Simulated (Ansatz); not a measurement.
NaBr:
```
CELL_PARAMETERS angstrom
      0.00000     2.96339     2.96339
      2.96339     0.00000     2.96339
      2.96339     2.96339     0.00000
ATOMIC_POSITIONS crystal
  Na 0.00000 0.00000 0.00000
  Br 0.50000 0.50000 0.50000
```

Relaxed with PBEsol. Plane-wave PAW PBEsol (Ansatz code) gives a gap of 4.07 eV.

Q: What gap does HSE06 give on the same cell (Ansatz, PAW)?

A: 5.44 eV, 1.38 eV more. The hybrid was solved on a coarser mesh and at special points; its gap is the smallest among all of these.

```tsv
k	v1 PBEsol	c1 PBEsol	v1 HSE06	c1 HSE06
Γ	0.00	4.07	0.00	5.44
X	-0.70	6.11	…	…
L	-0.29	6.03	…	…
W	-0.88	7.55	…	…
K	-0.58	6.83	…	…
```

Q: Top valence (v1) and lowest conduction level (c1) in eV from each method's valence maximum (which need not be a listed point): supply the withheld HSE06 values.

A: 
- X, v1 HSE06: -0.75
- X, c1 HSE06: 7.46
- L, v1 HSE06: -0.31
- L, c1 HSE06: 7.39
- K, v1 HSE06: -0.61
- K, c1 HSE06: 8.18
- W, v1 HSE06: -0.92
- W, c1 HSE06: 8.93

Cost on shared cores: the PBEsol run (SCF on a 8×8×8 mesh, then bands and DOS) very roughly 11 core-seconds, the HSE06 run (SCF on 6×6×6, then a few points) around 110 core-seconds (rough); the tasks are unlike.

Space group Fm-3m (rock salt). Symmetry was held in the PBEsol relaxation; of distortions, only those at the zone centre were tested. Spin–orbit coupling is left out wherever it is not named.

Potentials: the later of the program's two PAW sets.
